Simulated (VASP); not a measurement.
Runs of VASP 6.6.1 on EuS. Symmetry: Fm-3m, No. 225, cubic system. The conventional cell has a = 5.957 Å, b = 5.957 Å, c = 5.957 Å, α = 90.00°, β = 90.00°, γ = 90.00°. Eu (site symmetry m-3m) has 6 S at 2.98 Å as nearest neighbours. S (site symmetry m-3m) is surrounded by 6 Eu at 2.98 Å. 

```tsv
level	gap on the mesh (eV)	pressure (GPa)	moment (μB)	relaxed volume (Å³/atom)
RPBE+D4	none	0.0	6.97	(a)
revPBE+D3	none	0.0	6.97	24.36
PBEsol+D4	none	0.0	6.89	22.85
revPBE+D3(BJ)	none	0.0	6.96	(b)
PBEsol+rVV10	none	0.0	6.89	23.15
```

Alike in all rows: task relaxation of cell and atoms; potentials or basis VASP PAW PBE potentials, release 64 (Eu, S); spin collinear, ferromagnetic start; cell relaxed; k mesh 8 × 8 × 8; cutoff (eV) 600; smearing fermi-dirac 0.05 eV.

Task: Fill in the values left out.

Result: (a) 24.32; (b) 23.62.

Caveats: the PAW data sets were made with another functional, which shifts forces and pressure a little; spin-orbit coupling is left out, which moves the levels of the heavy elements; a cell with one magnetic atom can't hold antiferromagnetic order, which such compounds often take; without U or exact exchange the open f shell lies at the Fermi level, which spoils levels, moments and volumes; pairwise dispersion overbinds metals, which lowers pressure and volume; the volume moved by -14 % from the deposited cell, more than functionals usually miss (some runs); the volume moved by -11 % from the deposited cell, more than functionals usually miss (some runs).

A k mesh can miss the band edges, and the runs leave out spin-orbit coupling on Eu.

A gap of «none» marks a metal or a gap under the smearing width.

Runs at the PBE level aren't shown here.
